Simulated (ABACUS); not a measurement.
Runs of ABACUS 3.10.1 on Bi. It takes space group Im-3m (No. 229, cubic). Conventional cell: a = 3.963 Å, b = 3.963 Å, c = 3.963 Å, α = 90.00°, β = 90.00°, γ = 90.00°. Bi (site symmetry m-3m) has 8 Bi at 3.43 Å as nearest neighbours.

| task | level | potentials or basis | cell | k mesh | cutoff (eV) | radial cutoff of the potentials (pseudo_rcut) | orbital files | SCF threshold on the density | eigensolver | symmetry key | mesh quality | gap on the mesh (eV) | pressure (GPa) |
| --- | --- | --- | --- | --- | --- | --- | --- | --- | --- | --- | --- | --- | --- |
| single point | PBE | PseudoDojo NC SR 0.4.1 PBE standard, DZP LCAO (the cutoffs set its grid) | cell strained by +0.03 along c | 6 × 6 × 6 | 1361 | 7 bohr | Bi Bi_confined-atom_8au_2s2p2d.orb | 1e-07 | genelpa | 1 | coarse | none | (a) |
| single point | PBE | PseudoDojo NC SR 0.4.1 PBE standard, DZP LCAO (the cutoffs set its grid) | as given | 6 × 6 × 6 | 1361 | 7 bohr | Bi Bi_confined-atom_8au_2s2p2d.orb | 1e-07 | genelpa | 1 | coarse | none | (b) |
| single point | PBE | PseudoDojo NC SR 0.4.1 PBE standard, DZP LCAO (the cutoffs set its grid) | cell strained by -0.03 along c | 6 × 6 × 6 | 1361 | 7 bohr | Bi Bi_confined-atom_8au_2s2p2d.orb | 1e-07 | genelpa | 1 | coarse | none | 4.9 |
| single point | PBE | PseudoDojo NC SR 0.4.1 PBE standard, DZP LCAO (the cutoffs set its grid) | cell strained by -0.06 along c | 6 × 6 × 6 | 1361 | 7 bohr | Bi Bi_confined-atom_8au_2s2p2d.orb | 1e-07 | genelpa | 1 | coarse | none | 7.4 |
| single point | PBE | PseudoDojo NC SR 0.4.1 PBE standard, DZP LCAO (the cutoffs set its grid) | cell strained by +0.06 along c | 6 × 6 × 6 | 1361 | 7 bohr | Bi Bi_confined-atom_8au_2s2p2d.orb | 1e-07 | genelpa | 1 | coarse | none | -0.5 |

Alike in all rows: no spin polarisation; smearing fermi-dirac 0.05 eV.

Fill in the values left out.

(a) 1.0; (b) 2.9.

Caveats: all runs use coarse meshes; the atomic orbitals were generated for these runs and aren't a published set; spin-orbit coupling is left out, which moves the levels of the heavy elements; the basis of atomic orbitals isn't converged, which shifts pressures, moduli and gaps.

A k mesh can miss the band edges, and the runs leave out spin-orbit coupling on Bi.

A gap of «none» marks a metal or a gap under the smearing width.
